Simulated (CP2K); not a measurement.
The system is SnTe.

```xyz
2
Lattice="4.4560 0.0000 0.0000 2.2280 3.8590 0.0000 2.2280 1.2863 3.6383" Properties=species:S:1:pos:R:3 pbc="T T T"
Te    4.4560    2.5727    1.8191
Sn    0.0000    0.0000    0.0000
```

Base run:

```yaml
Program: CP2K 2026.2
Functional: PBEsol
Potentials_or_basis: POTENTIAL_UZH Te GTH-PBE-q6, Sn GTH-PBE-q4; TZVP-MOLOPT-PBE-GTH basis
Density_cutoff: 9184 eV
k_mesh: 7 × 7 × 7
Occupations: fermi-dirac, width 0.05 eV
Spin: no spin polarisation
```

Its results: pressure 1.8 GPa.

Task: After a change of settings the same cell gave: pressure 4.8 GPa. Which change was it?
A. density cutoff from 9184 eV to 6123 eV; eps_default from 1.0E-9 to 1.0E-10; cutoff of the grids from 675 Ry to 450 Ry
B. functional from PBEsol to WC
C. functional from PBEsol to BLYP
D. functional from PBEsol to MS2

Result: D.

Caveats: the potentials were made for another functional, which shifts forces and pressure; the basis of atomic orbitals isn't converged, which shifts pressures, moduli and gaps.

Runs at the PBE level aren't shown here.
